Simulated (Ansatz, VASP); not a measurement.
# KBr: VASP beside Ansatz

Wanted: the spread between two codes on one cell, functional and k mesh. The cell is taken from a series of VASP runs on this material, whose earlier steps may have relaxed, scaled or displaced it; both programs get it as it stands.

Main program and level: Ansatz 0.2.0; plane waves, with VASP 6.6.1 beside it; elastic constants at LDA and relaxation of cell and atoms at r2SCAN.

### Step 1. The structure

Symmetry: Fm-3m, No. 225, cubic system. The conventional cell has a = 6.382 Å, b = 6.382 Å, c = 6.382 Å, α = 90.00°, β = 90.00°, γ = 90.00°. Nearest to Br lie 6 K at 3.19 Å. K has 6 Br at 3.19 Å nearest. Farther neighbours and most contacts between anions are not listed.

Coordinates:

```cif
data_structure
_symmetry_space_group_name_H-M 'Fm-3m'
_symmetry_Int_Tables_number 225
_cell_length_a 6.3818
_cell_length_b 6.3818
_cell_length_c 6.3818
_cell_angle_alpha 90.000
_cell_angle_beta 90.000
_cell_angle_gamma 90.000
_cell_volume 259.92
loop_
_atom_site_label
_atom_site_type_symbol
_atom_site_symmetry_multiplicity
_atom_site_Wyckoff_symbol
_atom_site_fract_x
_atom_site_fract_y
_atom_site_fract_z
_atom_site_occupancy
Br1 Br 4 b 0.50000 0.00000 0.00000 1
K1 K 4 a 0.00000 0.00000 0.00000 1
```

### Step 2. Ansatz: elastic constants, LDA

Ansatz runs on its default PAW (the set named soft_2) files.

Elastic constants are differences of stresses under small strains, so they test the stress and the mesh.

The input, input.yaml:

```yaml
crystal:
  lattice:
    - [0.0, 3.1909184499, 3.1909184499]
    - [3.1909184499, 0.0, 3.1909184499]
    - [3.1909184499, 3.1909184499, 0.0]
  atoms:
    - { symbol: Br, position: [0.5, 0.5, 0.5] }
    - { symbol: K, position: [0.0, 0.0, 0.0] }
hamiltonian:
  xc: lda
  pseudopotentials: { kind: paw }
kpoints:
  mp_grid: { grid: [8, 8, 8] }
scf:
  occupations: { method: gaussian, width: 0.03 }
elastic:
  mode: relaxed_ion
  stencil: two_point
output:
  forces: true
  stress: true
```

Launch:

```console
> ansatz run input.yaml --threads 4 --pin off --max-ram 9216MiB --backend cpu --events-out ev --progress --plain --runs-dir out
```

Numbers of over 12 decimals in the logs are rounded to 6 here.

What it wrote:

```text
Engine: ansatz 0.2.0, aarch64-unknown-linux-gnu
Pseudopotentials: kind: paw
Pseudopotential: Br, paw, valence charge 7, recommended cutoff 420 eV (normal), Br.paw.azcp
Pseudopotential: K, paw, valence charge 9, recommended cutoff 420 eV (normal), K.paw.azcp
Functional definition: SPW92
  exchange = slater_x
  correlation = pw_c
Crystal: 2 atoms, lattice volume = 64.980 Å³
Basis set: ecut = 420 eV, 1243 PW (Γ)
Bands: 12, of which v1, the nominal top of the filled ones, is band 8 counted from 1 (7 counted from 0)
Symmetry: 48 space group operations
Space group: Fm-3m (ITA 225), of the structure as read, at distance tolerance 4.0e-5 Å
k-points: 29 of 512
Non-local potential: Br, projectors of the file, l = 0: 2, l = 1: 2, l = 2: 2
Non-local potential: K, projectors of the file, l = 0: 3, l = 1: 2, l = 2: 2
PAW form: soft (Blöchl's): semilocal exchange-correlation on the pseudo side does not see the compensation charge
PAW frozen core: Br, regenerated for the run's functional, and the local potential with it (the file was generated under x = pbe(κ = 0.804, μ = 0.219515), c = pbe(β = 0.066725))
PAW frozen core: K, regenerated for the run's functional, and the local potential with it (the file was generated under x = pbe(κ = 0.804, μ = 0.219515), c = pbe(β = 0.066725))
PAW one-centre angular grid: Br, 110 points (default); XC on 64 Gauss nodes
PAW one-centre angular grid: K, 110 points (default); XC on 64 Gauss nodes
Initial density: superposition of atomic densities (neutral atoms: chi_scale 0, normalization atom), corrected by the library's trained network
Initial wavefunctions: pseudopotential atomic-orbital guess
Functional: x = slater, c = lda
SCF iter   1: F=—  HF=-4193.641386 eV  |F-HF|=—  |Δ(HF+E_count)|=         —  Δρ=4.97e-3  dr2=9.59e-3  ethr=1.77e-3  ⟨swp⟩=6.5  Hψ=2341  notcnv=0
preconditioner: auto → none  [insulator: Δε(μ)=4.271 eV  Ē_g=14.642 eV  σ=0.030 eV  W_gap=1.00  n_scr=14 (ndim 8)  ℏωp=17.2 eV  f_vac=0.042  D(μ)=0.00/eV (n_scr^D=0)  ε∞_Penn≈2.4]
SCF iter   2: F=—  HF=-4193.638309 eV  |F-HF|=—  |Δ(HF+E_count)|=   3.08e-3  Δρ=2.41e-3  dr2=1.81e-3  ethr=5.99e-5  ⟨swp⟩=2.5  Hψ=860  notcnv=0
SCF iter   3: F=—  HF=-4193.637884 eV  |F-HF|=—  |Δ(HF+E_count)|=   4.26e-4  Δρ=2.86e-4  dr2=4.62e-5  ethr=1.13e-5  ⟨swp⟩=1.0  Hψ=356  notcnv=0
SCF iter   4: F=—  HF=-4193.637870 eV  |F-HF|=—  |Δ(HF+E_count)|=   1.38e-5  Δρ=3.96e-5  dr2=1.69e-6  ethr=2.89e-7  ⟨swp⟩=2.0  Hψ=578  notcnv=0
SCF iter   5: F=—  HF=-4193.637869 eV  |F-HF|=—  |Δ(HF+E_count)|=   1.19e-6  Δρ=1.61e-5  dr2=7.24e-8  ethr=1.06e-8  ⟨swp⟩=2.1  Hψ=520  notcnv=0
SCF iter   6: F=—  HF=-4193.637869 eV  |F-HF|=—  |Δ(HF+E_count)|=   7.23e-9  Δρ=4.76e-6  dr2=2.07e-8  ethr=4.53e-10  ⟨swp⟩=2.1  Hψ=562  notcnv=0
SCF iter   7: F=—  HF=-4193.637869 eV  |F-HF|=—  |Δ(HF+E_count)|=   6.62e-9  Δρ=1.99e-6  dr2=3.44e-9  ethr=1.29e-10  ⟨swp⟩=2.3  Hψ=472  notcnv=0
SCF iter   8: F=—  HF=-4193.637869 eV  |F-HF|=—  |Δ(HF+E_count)|=   1.29e-9  Δρ=4.06e-7  dr2=1.28e-10  ethr=2.15e-11  ⟨swp⟩=2.3  Hψ=470  notcnv=0
SCF iter   9: F=—  HF=-4193.637869 eV  |F-HF|=—  |Δ(HF+E_count)|=  5.37e-11  Δρ=4.41e-8  dr2=1.38e-12  ethr=7.99e-13 (applied; sched 1.00e-12)  ⟨swp⟩=2.6  Hψ=561  notcnv=0
SCF iter  10: F=-4193.637869 eV  HF=-4193.637869 eV  |F-HF|=2.73e-12  |Δ(HF+E_count)|=  9.09e-13  Δρ=1.96e-9  dr2=1.60e-15  ethr=1.00e-12  ⟨swp⟩=5.0  Hψ=1353  notcnv=0
SCF 1 converged in 10 iterations: F = -4193.637869 eV  dr2 = 1.60e-15
  greatest PAW one-centre occupation: 0.985 electrons in one spin orbital (limit 2), on the K atom at site 1 (counted from 0), in its partial waves of l = 0
Crystal: 2 atoms, lattice volume = 64.850 Å³
Symmetry: 16 space group operations
k-points: 59 of 512
Initial density: handed on by an earlier stage of this run
Initial wavefunctions: those handed on with the density
[...]
preconditioner: auto → none  [insulator: Δε(μ)=4.311 eV  Ē_g=14.682 eV  σ=0.030 eV  W_gap=1.00  n_scr=14 (ndim 8)  ℏωp=17.3 eV  f_vac=0.030  D(μ)=0.00/eV (n_scr^D=0)  ε∞_Penn≈2.4]
[...]
SCF 2 converged in 7 iterations: F = -4193.637906 eV  dr2 = 4.96e-14
Crystal: 2 atoms, lattice volume = 65.110 Å³
[...]
preconditioner: auto → none  [insulator: Δε(μ)=4.300 eV  Ē_g=14.673 eV  σ=0.030 eV  W_gap=1.00  n_scr=14 (ndim 8)  ℏωp=17.2 eV  f_vac=0.032  D(μ)=0.00/eV (n_scr^D=0)  ε∞_Penn≈2.4]
[...]
SCF 3 converged in 5 iterations: F = -4193.637748 eV  dr2 = 4.51e-15
Symmetry: 8 space group operations
k-points: 95 of 512
[...]
SCF iter   1: F=—  HF=-4193.637865 eV  |F-HF|=—  |Δ(HF+E_count)|=         —  Δρ=3.09e-5  dr2=4.10e-7  ethr=2.91e-8  ⟨swp⟩=3.1  Hψ=8767  notcnv=0
preconditioner: auto → none  [insulator: Δε(μ)=4.304 eV  Ē_g=14.677 eV  σ=0.030 eV  W_gap=1.00  n_scr=14 (ndim 8)  ℏωp=17.2 eV  f_vac=0.032  D(μ)=0.00/eV (n_scr^D=0)  ε∞_Penn≈2.4]
SCF iter   2: F=—  HF=-4193.637864 eV  |F-HF|=—  |Δ(HF+E_count)|=   8.69e-7  Δρ=1.41e-5  dr2=8.43e-8  ethr=2.56e-9  ⟨swp⟩=1.6  Hψ=1376  notcnv=0
SCF iter   3: F=—  HF=-4193.637864 eV  |F-HF|=—  |Δ(HF+E_count)|=   2.96e-8  Δρ=1.20e-6  dr2=6.34e-10  ethr=5.27e-10  ⟨swp⟩=2.4  Hψ=1863  notcnv=0
SCF iter   4: F=—  HF=-4193.637864 eV  |F-HF|=—  |Δ(HF+E_count)|=  2.69e-10  Δρ=2.31e-7  dr2=2.57e-11  ethr=3.96e-12  ⟨swp⟩=2.0  Hψ=1898  notcnv=0
SCF iter   5: F=—  HF=-4193.637864 eV  |F-HF|=—  |Δ(HF+E_count)|=  1.27e-11  Δρ=3.52e-8  dr2=5.12e-13  ethr=1.61e-13 (applied; sched 1.00e-12)  ⟨swp⟩=2.1  Hψ=1819  notcnv=0
SCF iter   6: F=-4193.637864 eV  HF=-4193.637864 eV  |F-HF|=0.00e0  |Δ(HF+E_count)|=  9.09e-13  Δρ=3.92e-9  dr2=3.46e-15  ethr=1.00e-12  ⟨swp⟩=5.0  Hψ=4277  notcnv=0
SCF 4 converged in 6 iterations: F = -4193.637864 eV  dr2 = 3.46e-15
iter 1 solved again at ethr=1.00e-12 eV; its pass at ethr=3.10e-3 eV (dr2=2.02e-11 eV) is discarded
SCF iter   1: F=—  HF=-4193.637864 eV  |F-HF|=—  |Δ(HF+E_count)|=         —  Δρ=5.32e-7  dr2=1.83e-11  ethr=1.00e-12  ⟨swp⟩=3.5  Hψ=9060  notcnv=0
SCF iter   2: F=—  HF=-4193.637864 eV  |F-HF|=—  |Δ(HF+E_count)|=  6.73e-11  Δρ=2.67e-7  dr2=4.37e-12  ethr=1.14e-13 (applied; sched 1.00e-12)  ⟨swp⟩=1.5  Hψ=1314  notcnv=0
SCF iter   3: F=-4193.637864 eV  HF=-4193.637864 eV  |F-HF|=0.00e0  |Δ(HF+E_count)|=  2.27e-11  Δρ=1.37e-8  dr2=7.12e-14  ethr=1.00e-12  ⟨swp⟩=4.0  Hψ=4932  notcnv=0
SCF 5 converged in 3 iterations: F = -4193.637864 eV  dr2 = 7.12e-14
SCF converged after 10 iterations
Free energy (F): -4193.637869 eV
Harris-Foulkes:  -4193.637869 eV  (|F-HF|=2.73e-12)
Internal energy: -4193.637869 eV  (E = F + TS)
E sigma→0 (E₀):  -4193.637869 eV
Fermi energy:    3.671343 eV
--- Per-component energies (eV) ---
  E_band       = -124.712896
  E_kinetic    = 389.054257
  E_local      = -800.282847  (includes V_loc(G=0)·N_el)
  E_nonlocal   = 87.257642
  E_hartree    = 255.795095
  E_xc         = -395.256256
  E_vxc        = -269.720629  (∫ρ·V_xc dr)
  E_paw        = -2903.336405  (= ΣΔE_a)
  E_vpaw       = -42.611504  (= ΣTr[D̂ρ^β])
  E_aug_tail   = -0.000003  (compensation charges beyond the density's cutoff)
  E_ewald      = -827.333363
  E_core_change = 0.464011  (= ΣΔE_core)
  E_smearing   = -0.000000  (= −TS)
  E_closure    = -0.000000  (closes the sum)
  Σ components = -4193.637869   (vs F -4193.637869, Δ=0.00e0)
--- Forces (eV/Å), atoms counted from 1 ---
  atom   1  Br     0.00000000    -0.00000000     0.00000000
  atom   2  K     -0.00000000     0.00000000     0.00000000
  max |Σ_I F_I| component: 8.97e-30 eV/Å
--- Stress (GPa, compression-positive) ---
       -0.096586      -0.000000      -0.000000
        0.000000      -0.096586      -0.000000
        0.000000      -0.000000      -0.096586
  P = ⅓ Tr σ = -0.0966 GPa (-0.966 kbar)
--- Band table (eV; the first three rows and the last of 29) ---
  k-point 0: bands = [... 4 lower, -9.4359, 1.5178, 1.5178, 1.5178, 5.8246, 8.8709, 8.8709, 8.8709]
  k-point 1: bands = [... 4 lower, -9.3904, 1.2288, 1.4460, 1.4460, 6.2775, 8.7659, 9.0770, 9.0770]
  k-point 2: bands = [... 4 lower, -9.2862, 0.6682, 1.2823, 1.2823, 7.1916, 8.8234, 9.6518, 9.6518]
  k-point 28: bands = [... 4 lower, -9.3274, 0.8155, 0.8155, 0.8324, 8.7111, 8.7111, 9.8728, 10.6567]
--- Elastic constants: 2 strain directions × 2 members + reference (group order 48) ---
  dense FFT box of the reference and of every strained cell: 32×32×32
  strains applied: 11, 23; error gains: componentwise 1.00 (the most a stress slope's error grows in a printed constant), spectral 1.73 (1 for all six strains in a standard setting)
  C = ∂σ_k/∂η_j (tension-positive GPa; Voigt order 11 22 33 23 13 12):
        49.001      5.161      5.161      0.000     -0.000     -0.000
         5.161     49.001      5.161     -0.000      0.000     -0.000
         5.161      5.161     49.001     -0.000      0.000      0.000
        -0.000      0.000      0.000      5.104      0.000     -0.000
        -0.000      0.000     -0.000     -0.000      5.104      0.000
         0.000     -0.000     -0.000     -0.000     -0.000      5.104
  reference stress σ⁰ (GPa):      0.097      0.097      0.097      0.000      0.000     -0.000
  C* (energy form; C + prestress term) asymmetry max|C*_kj − C*_jk| = 1.776e-15 GPa — a small one proves nothing (zero by symmetry where the batch's group is 432, −43m or m−3m); a large one is finite-difference/SCF noise where every solve meets its electron count
  moduli (Voigt/Reuss/Hill, GPa): K = 19.77/19.77/19.77   G = 11.83/7.36/9.60   E = 24.78   ν = 0.291
  mechanically stable: yes (min eigenvalue of sym C = 5.10 GPa)
  strain η (Voigt 11):  stress-route row diagonal C_11 = 49.00 GPa, energy-path curvature d²(F+E_count+ΔE)/dδ²/Ω₀ = 49.02 GPa
         δ    σ_11 (GPa)             F (eV)   n_scf  n_hpsi   n_pw
    -2.000e-3      -0.0028       -4193.6379065       7   14594   1287   relax 0 steps, max|allowed force component| 3.94e-31 eV/Å
     2.000e-3       0.1932       -4193.6377484       5   11870   1289   relax 0 steps, max|allowed force component| 7.40e-32 eV/Å
  strain η (Voigt 23):  stress-route row diagonal C_44 = 5.10 GPa, energy-path curvature d²(F+E_count+ΔE)/dδ²/Ω₀ = 5.06 GPa
         δ    σ_23 (GPa)             F (eV)   n_scf  n_hpsi   n_pw
    -2.000e-3      -0.0102       -4193.6378644       6   21330   1287   relax 0 steps, max|allowed force component| 1.48e-30 eV/Å
     2.000e-3       0.0102       -4193.6378644       3   16636   1287   relax 0 steps, max|allowed force component| 4.14e-30 eV/Å
```

It took 3 s on 4 threads of Arm Neoverse V2, shared host; peak memory 0.38 GiB; 11 s of CPU time.

Reading the cycles: dr2 is the Hartree energy of the density residual (eV), the measure of convergence; HF is the Harris–Foulkes estimate of the energy, which meets the free energy F at convergence.

The run ends at a pressure of -0.10 GPa.

(Continued in part 2 of 3.)

[Lines on the potential files, build, host, timing and source positions are cut from VASP's logs without a mark.]

[Logs are printed without paths, hosts, clocks, repeated set-up lines and the standing remarks that a program may print on its own settings, such as how far it seeks lower states.]

[Hosts, paths, dates, database ids (printed as entryN), source tags and the programs' standing remarks are cut or masked in the printed files.]
